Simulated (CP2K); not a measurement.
Se: band structure with TB-mBJ

The system is Se.

```
CELL_PARAMETERS angstrom
4.36620 0.00000 0.00000
-2.18310 3.78124 0.00000
0.00000 0.00000 4.95360
ATOMIC_POSITIONS crystal
Se 0.77460 0.77460 0.00000
Se 0.00000 0.22540 0.66667
Se 0.22540 0.00000 0.33333
```

- Program: CP2K 2026.2
- Task: band structure
- Functional: TB-mBJ
- Potentials or basis: POTENTIAL_UZH Se GTH-PBE-q6; TZVP-MOLOPT-PBE-GTH basis
- Density cutoff: 9184 eV
- k mesh: 7 × 7 × 6
- Occupations: fermi-dirac, width 0.0259 eV
- Spin: no spin polarisation
- SCF solver: diagonalisation with k points
- Quickstep method: GPW
- EPS_DEFAULT: 1.0E-10
- EPS_SCF: 1.0E-6
- MAX_SCF: 100
- SCF_GUESS: ATOMIC
- k points reduced by the point group: yes
- Mesh centred on Gamma: yes
- CHOLESKY: OFF
- EPS_EIGVAL: 1.0E-7
- MIXING METHOD: BROYDEN_MIXING
- MIXING ALPHA: 0.4
- NBUFFER: 8
- NGRIDS: 4
- Basis sets: Se TZVP-MOLOPT-PBE-GTH-q6
- Potentials: Se GTH-PBE-q6 of POTENTIAL_UZH
- ADDED_MOS: [12]
- Points a segment of the path (NPOINTS): 8
- Bands added on the path: 2
- REL_CUTOFF (Ry): 60 Ry
- MIXING BETA (1/bohr): 1.5 1/bohr
- CUTOFF of the grids: 675 Ry

| Property | Result |
| --- | --- |
| Band gap on the k mesh | 1.48 eV, indirect (least direct gap 1.75 eV) |
| Band gap along the path | 1.31 eV, indirect (least direct gap 1.51 eV) |

Levels at the corners of the path, in eV from the valence-band top:
```tsv
point	band 6	band 7	band 8	band 9	band 10	band 11	band 12	band 13
Γ	-3.73	-2.12	-2.12	-0.47	2.16	2.16	2.43	6.95
M	-3.45	-2.88	-1.79	-1.03	2.16	2.56	4.34	7.31
K	-2.82	-2.82	-2.65	-1.66	3.29	3.29	3.95	7.47
Γ	-3.73	-2.12	-2.12	-0.47	2.16	2.16	2.43	6.95
A	-3.36	-1.60	-1.60	-1.18	1.47	1.47	1.47	7.57
L	-4.21	-1.95	-1.42	0.00	1.91	2.98	3.23	7.47
H	-4.95	-1.06	-0.25	-0.25	1.31	2.99	2.99	7.82
A	-3.36	-1.60	-1.60	-1.18	1.47	1.47	1.47	7.57
L	-4.21	-1.95	-1.42	0.00	1.91	2.98	3.23	7.47
M	-3.45	-2.88	-1.79	-1.03	2.16	2.56	4.34	7.31
K	-2.82	-2.82	-2.65	-1.66	3.29	3.29	3.95	7.47
H	-4.95	-1.06	-0.25	-0.25	1.31	2.99	2.99	7.82
```

Run time: 24 s on 2 threads of Intel(R) Xeon(R) Platinum 8488C (Sapphire Rapids), with other jobs on the host, peak memory 0.5 GiB.

Caveat: this is a model potential without an energy functional, so only levels have meaning; the mesh misses the band edges, which the band path finds closer together; the basis of atomic orbitals isn't converged, which shifts pressures, moduli and gaps.
